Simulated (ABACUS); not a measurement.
# MnO (P6_3mc) in ABACUS: equation of state

How stiff is MnO in PBEsol, and what volume does it want? The cell is scaled to several volumes.

All numbers are computed with ABACUS 3.10.1; they aren't measurements. Logs are shortened: lines on timing, memory, paths and dates and some standing lists are left out, and cuts for length are marked.

### Step 1. The crystal as given

The structure is hexagonal, space group P6_3mc (No. 186). The conventional cell has a = 3.372 Å, b = 3.372 Å, c = 5.386 Å, α = 90.00°, β = 90.00°, γ = 120.00°. Mn (site symmetry 3m) is surrounded by 4 O at 1.96 to 2.08 Å. Around O (site symmetry 3m) lie 4 Mn at 1.96 to 2.08 Å.

Measurements of this composition are mostly on another form, of space group No. 225.

### Step 2. Equation of state, PBEsol, collinear spin, ferromagnetic start, 12.46 Å³/atom (volume scaled by 0.94)

INPUT

```
INPUT_PARAMETERS
suffix              MnO
calculation         scf
basis_type          pw
pseudo_dir          ./
symmetry            1
dft_functional      pbesol
ecutwfc             97
pseudo_rcut         7
nspin               2
nbands              30
ks_solver           dav
smearing_method     fd
smearing_sigma      0.00367493
scf_thr             1e-08
scf_nmax            100
mixing_type         broyden
mixing_beta         0.4
cal_force           1
cal_stress          1
kpar                4
```

STRU

```
ATOMIC_SPECIES
Mn 54.9380 Mn.upf
O 15.9990 O.upf

LATTICE_CONSTANT
1.8897261246

LATTICE_VECTORS
3.3028704828 0.0000000000 0.0000000000
-1.6514352414 2.8603697434 0.0000000000
0.0000000000 0.0000000000 5.2755609885

ATOMIC_POSITIONS
Direct

Mn
0.0
2
0.6666666667 0.3333333333 0.5109600000 1 1 1 mag 4
0.3333333333 0.6666666667 0.0109600000 1 1 1 mag 4

O
0.0
2
0.6666666667 0.3333333333 0.8754700000 1 1 1 mag 0
0.3333333333 0.6666666667 0.3754700000 1 1 1 mag 0
```

KPT

```
K_POINTS
0
Gamma
9 9 5 0 0 0
```

Potentials or basis: PseudoDojo NC SR 0.4.1 PBEsol standard, plane waves.

Started as:

```sh
> OMP_NUM_THREADS=1 mpirun -np 4 abacus > log
```

running log:

```text
ABACUS v3.10.1

               Atomic-orbital Based Ab-initio Computation at UStc

 ------------------------------------------------------------------------------------

 READING GENERAL INFORMATION
                           global_out_dir = OUT.MnO/
                           global_in_card = INPUT
                               pseudo_dir = ./
                              orbital_dir =
                                    DSIZE = 4
                                    GSIZE = 1

 READING UNITCELL INFORMATION
                                    ntype = 2
                  lattice constant (Bohr) = 1.88973
              lattice constant (Angstrom) = 1

 READING ATOM TYPE 1
                               atom label = Mn
                      L=0, number of zeta = 1
                      L=1, number of zeta = 1
                      L=2, number of zeta = 1
             number of atom for this type = 2
               magnetization of element 1 = 4

 READING ATOM TYPE 2
                               atom label = O
                      L=0, number of zeta = 1
                      L=1, number of zeta = 1
                      L=2, number of zeta = 1
             number of atom for this type = 2
               magnetization of element 2 = 0

                        TOTAL ATOM NUMBER = 4
DIRECT COORDINATES
    atom                   x                   y                   z     mag                  vx                  vy                  vz
taud_Mn1            0.6666666667        0.3333333333        0.5109600000  4.0000        0.0000000000        0.0000000000        0.0000000000
taud_Mn2            0.3333333333        0.6666666667        0.0109600000  4.0000        0.0000000000        0.0000000000        0.0000000000
taud_O1            0.6666666667        0.3333333333        0.8754700000  0.0000        0.0000000000        0.0000000000        0.0000000000
taud_O2            0.3333333333        0.6666666667        0.3754700000  0.0000        0.0000000000        0.0000000000        0.0000000000

                          Volume (Bohr^3) = 336.34
                             Volume (A^3) = 49.8404

 Lattice vectors: (Cartesian coordinate: in unit of a_0)
             +3.30287                  +0                  +0
             -1.65144            +2.86037                  +0
                   +0                  +0            +5.27556
 Reciprocal vectors: (Cartesian coordinate: in unit of 2 pi/a_0)
            +0.302767           +0.174803                  -0
                   -0           +0.349605                  -0
                   +0                  -0           +0.189553
 The esolver type has been set to : ksdft_pw

                PAO radial cut off (Bohr) = 7

 Read in pseudopotential file is Mn.upf
                     pseudopotential type = NC
          exchange-correlation functional = PBESOL
                 nonlocal core correction = 1
                        valence electrons = 15
                                     lmax = 2
                           number of zeta = 4
                     number of projectors = 6
                           L of projector = 0
[... 5 lines left out ...]
                PAO radial cut off (Bohr) = 7

 Read in pseudopotential file is O.upf
                     pseudopotential type = NC
          exchange-correlation functional = PBESOL
                 nonlocal core correction = 1
                        valence electrons = 6
                                     lmax = 2
                           number of zeta = 2
                     number of projectors = 5
                           L of projector = 0
                           L of projector = 0
                           L of projector = 1
                           L of projector = 1
                           L of projector = 2
     initial pseudo atomic orbital number = 28
 The readin total magnetization is 8

 SETUP THE ELECTRONS NUMBER
            electron number of element Mn = 15
      total electron number of element Mn = 30
             electron number of element O = 6
       total electron number of element O = 12
            AUTOSET number of electrons:  = 42
                           occupied bands = 21
                                   NBANDS = 30
                                   NLOCAL = 36

%%%%%%%%%%%%%%%%%%%%%%%%%%%%%%%%%%%%%%%%%%%%%%%%%%%%%%%%%%%%%%%%%%%%%%%%%%%%%%%%%%%%%%%%%%%%%%%%%%%%%%%%%%
 Warning: the number of valence electrons in pseudopotential > 7 for Mn: [Ar] 3d5 4s2
 Pseudopotentials with additional electrons can yield (more) accurate outcomes, but may be less efficient.
 If you're confident that your chosen pseudopotential is appropriate, you can safely ignore this warning.
%%%%%%%%%%%%%%%%%%%%%%%%%%%%%%%%%%%%%%%%%%%%%%%%%%%%%%%%%%%%%%%%%%%%%%%%%%%%%%%%%%%%%%%%%%%%%%%%%%%%%%%%%%

 SETUP THE PLANE WAVE BASIS
 energy cutoff for charge/potential (unit:Ry) = 388
            fft grid for charge/potential = [ 40, 40, 64 ]
[... 63 lines left out ...]
                                       C2 = 1
                                       C3 = 2
                                       C4 = 0
                                       C6 = 2
                                       S1 = 6
                                       S3 = 0
                                       S4 = 0
                                       S6 = 0
               POINT GROUP IN SPACE GROUP = C_6v

 SETUP K-POINTS
                                    nspin = 2
                   Input type of k points = Monkhorst-Pack(Gamma)
                                   nkstot = 405
                       right hand lattice = 1
(for reciprocal lattice: )
                             BRAVAIS TYPE = 4
                     BRAVAIS LATTICE NAME = 04. Hexagonal cell
                                    ibrav = 4
                       right hand lattice = 1
(for k-lattice: )
                             BRAVAIS TYPE = 4
                     BRAVAIS LATTICE NAME = 04. Hexagonal cell
                                    ibrav = 4
                       right hand lattice = 1
                        ROTATION MATRICES = 24
                               nkstot_ibz = 36
K-POINTS REDUCTION ACCORDING TO SYMMETRY
     IBZ    DIRECT_X    DIRECT_Y    DIRECT_Z  WEIGHT  ibz2bz
       1  0.00000000  0.00000000  0.00000000  0.0025       0
       2 -0.11111111  0.11111111  0.00000000  0.0148       1
       3 -0.22222222  0.22222222  0.00000000  0.0148       2
       4 -0.33333333  0.33333333  0.00000000  0.0148       3
       5 -0.44444444  0.44444444  0.00000000  0.0148       4
       6 -0.11111111  0.22222222  0.00000000  0.0148      10
[... 22 lines left out ...]
      29 -0.44444444  0.44444444  0.40000000  0.0296     166
      30 -0.11111111  0.22222222  0.40000000  0.0296     172
[... 6 further k points ...]

                               nkstot now = 36
[... K-POINTS DIRECT COORDINATES: 36 rows ...]

           k-point number in this process = 9
       minimum distributed K point number = 9
[... stars of the k points ...]
                             nks(nspin=2) = 18
                          nkstot(nspin=2) = 72

[... K-POINTS CARTESIAN COORDINATES: 18 rows ...]

[... K-POINTS DIRECT COORDINATES: 18 rows ...]

 SETUP PLANE WAVES FOR WAVE FUNCTIONS
     energy cutoff for wavefunc (unit:Ry) = 97
              fft grid for wave functions = [ 40, 40, 64 ]
                    number of plane waves = 7043
                         number of sticks = 313

 PARALLEL PW FOR WAVE FUNCTIONS
     PROC   COLUMNS(POT)             PW
        1            313           7043
 --------------- sum -------------------
        1            313           7043

 SETUP NONLOCAL PSEUDOPOTENTIALS IN PLANE WAVE BASIS
 Mn non-local projectors:
 projector 1 L=0
 projector 2 L=0
 projector 3 L=1
 projector 4 L=1
 projector 5 L=2
 projector 6 L=2
 O non-local projectors:
 projector 1 L=0
 projector 2 L=0
 projector 3 L=1
 projector 4 L=1
 projector 5 L=2
      TOTAL NUMBER OF NONLOCAL PROJECTORS = 62

 Init Non-Local PseudoPotential table :
 Init Non-Local-Pseudopotential done.

                                     npwx = 5443

 Make real space PAO into reciprocal space.
       max mesh points in Pseudopotential = 701
     dq(describe PAO in reciprocal space) = 0.01
                                    max q = 1186

 number of pseudo atomic orbitals for Mn is 4
WARNING: norm of atomic wavefunction # 3 of atomic type Mn is 0.999957, renormalized
WARNING: norm of atomic wavefunction # 4 of atomic type Mn is 0.995913, renormalized

 number of pseudo atomic orbitals for O is 2
WARNING: norm of atomic wavefunction # 2 of atomic type O is 0.999978, renormalized

 -------------------------------------------
 SELF-CONSISTENT
 -------------------------------------------
                                 init_chg = atomic

 PW ALGORITHM --------------- ION=   1  ELEC=   1--------------------------------

          total magnetism (Bohr mag/cell) = 9.89519
       absolute magnetism (Bohr mag/cell) = 9.89519
                        nelec for spin up = 25.9476
                      nelec for spin down = 16.0524
[... 161 lines left out ...]
 Density error is 3.48144370326e-09
                          Error Threshold = 2.93501600778e-11
----------------------------------------------------------
     Energy           Rydberg                 eV
----------------------------------------------------------
 E_KohnSham     -501.0926172620      -6817.7148204965
 E_KS(sigma->0) -501.0923130773      -6817.7106818518
 E_Harris       -501.0919478070      -6817.7057120935
 E_band         -42.7137005982       -581.1497108022
 E_one_elec     -252.9436236806      -3441.4745548243
 E_Hartree      146.9056734205       1998.7542270465
 E_xc           -89.5175996972       -1217.9494271647
 E_Ewald        -305.5364589354      -4157.0367882647
 E_entropy(-TS) -0.0006083693        -0.0082772894
 E_descf        0.0000000000         0.0000000000
 E_exx          0.0000000000         0.0000000000
 E_Fermi        0.8543729427         11.6243402380
----------------------------------------------------------

 charge density convergence is achieved
 final etot is -6817.7148205 eV
 EFERMI = 11.624340238 eV

 STATE ENERGY(eV) AND OCCUPATIONS    NSPIN == 2
SPIN UP :
 1/9 kpoint (Cartesian) = 0.0000 0.0000 0.0000 (5443 pws)
       1       -69.7591     0.00246914
       2       -69.7545     0.00246914
       3       -38.8219     0.00246914
       4       -38.8051     0.00246914
       5       -38.8051     0.00246914
       6       -38.7970     0.00246914
[... 182 lines left out ...]
      29        17.4567    3.24703e-53
      30        20.5457    4.79729e-80

[... levels at 12 further k points ...]

------------------------------------------------------------------------------------------
 TOTAL-FORCE (eV/Angstrom)
------------------------------------------------------------------------------------------
                       Mn1         0.0000000000         0.0000000000        -0.7692422295
                       Mn2         0.0000000000         0.0000000000        -0.7692422295
                        O1         0.0000000000         0.0000000000         0.7692422295
                        O2         0.0000000000         0.0000000000         0.7692422295
------------------------------------------------------------------------------------------

----------------------------------------------------------------
 TOTAL-STRESS (KBAR)
----------------------------------------------------------------
        59.2366581509        -0.0000000000         0.0000000000
         0.0000000000        59.2366581556         0.0000000000
         0.0000000000        -0.0000000000       162.1598948246
----------------------------------------------------------------
 TOTAL-PRESSURE: 93.544404 KBAR

 --------------------------------------------
 !FINAL_ETOT_IS -6817.7148204965360492 eV
 --------------------------------------------
```

It took 51 s on 4 MPI ranks of Intel Xeon 6975P-C (Granite Rapids), shared host; peak memory 0.76 GiB.

What came out:

| Item | Value |
| --- | --- |
| Free energy | -6817.7148 eV |
| Pressure | 9.4 GPa |
| Largest force | 0.769 eV/Å |
| Band gap on the k mesh | none (metal or under the smearing width) |
| Net moment | 9.92 μB per cell |
| Absolute moment | 9.92 μB per cell |

Caveat: semilocal functionals often make such compounds metallic where correlation or magnetic order opens a gap, which also shifts bond lengths; only a ferromagnetic start was run, and an antiferromagnetic order may lie lower in energy.

[end of part 1 of 2]
